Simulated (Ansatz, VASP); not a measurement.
## C in VASP and in Ansatz

Contents of INCAR:

```
ALGO     = Normal         # electronic algorithm
EDIFF    = 1E-6           # SCF threshold, eV
ENCUT    = 520            # plane-wave cutoff, eV
GGA      = PE             # functional
ISIF     = 2              # what is computed and relaxed
ISMEAR   = -1             # smearing method
LASPH    = True           # aspherical terms in the spheres
LCHARG   = False          # write CHGCAR
LREAL    = False          # projectors in reciprocal space
LWAVE    = False          # write WAVECAR
NBANDS   = 11             # bands
NELM     = 60             # most SCF steps
PREC     = Accurate       # precision mode
SIGMA    = 0.08           # smearing width, eV
```

File KPOINTS:

```
k-points
0
Gamma
  20 20 20
```

File POSCAR:

```
C
1.0
    0.0000000000      1.8012340000      1.7834000000
    1.8012340000      0.0000000000      1.7834000000
    1.8012340000      1.8012340000      0.0000000000
C
2
Direct
    0.5000000000      0.5000000000      0.5000000000
    0.7500000000      0.7500000000      0.7500000000
```

Input for Ansatz:

```yaml
crystal:
  lattice:
    - [0.0, 1.801234, 1.7834]
    - [1.801234, 0.0, 1.7834]
    - [1.801234, 1.801234, 0.0]
  atoms:
    - { symbol: C, position: [0.5, 0.5, 0.5] }
    - { symbol: C, position: [0.75, 0.75, 0.75] }
kpoints:
  mp_grid: { grid: [20, 20, 20] }
  band_path:
    path:
      - [0.0, 0.0, 0.0]
      - [0.0, 0.5, 0.5]
      - [0.25, 0.75, 0.5]
      - [0.0, 0.5, 0.0]
      - [0.0, 0.0, 0.0]
      - [0.5, 0.5, 0.0]
      - [0.3775125, 0.6224875, 0.0]
      - [-0.3775125, 0.3775125, 0.0]
      - [0.0, 0.0, 0.0]
    npoints: 5
scf:
  occupations: { method: fermi_dirac, width: 0.08 }
hamiltonian:
  xc: pbe
  pseudopotentials: { kind: all_electron, lapw: { basis_error: 0.0005 } }
output:
  forces: true
  stress: true
  eigenvalues: true
```

Change from the starting cell: equal xx and yy strain of +1 %.

Alike in both runs: task single point; functional PBE; k mesh 20 × 20 × 20; occupations fermi-dirac, width 0.08 eV; no spin polarisation.

|  | VASP | Ansatz |
| --- | --- | --- |
| version | VASP 6.6.1 | Ansatz 0.2.0 |
| potentials or method | VASP PAW PBE potentials, release 64 (C) | all-electron LAPW, scalar-relativistic |
| plane-wave cutoff (eV) | 520 | see its input |

```tsv
	VASP	Ansatz	Ansatz less VASP
gap on the k mesh at the Fermi level (eV)	3.84	3.85	+0.008
pressure (GPa)	-6.1	-6.7	-0.63
largest component of the traceless stress (GPa)	5.98	5.99	+0.009
```

Ansatz ran all-electron here, so the differences hold the error of VASP's frozen core and of both bases.
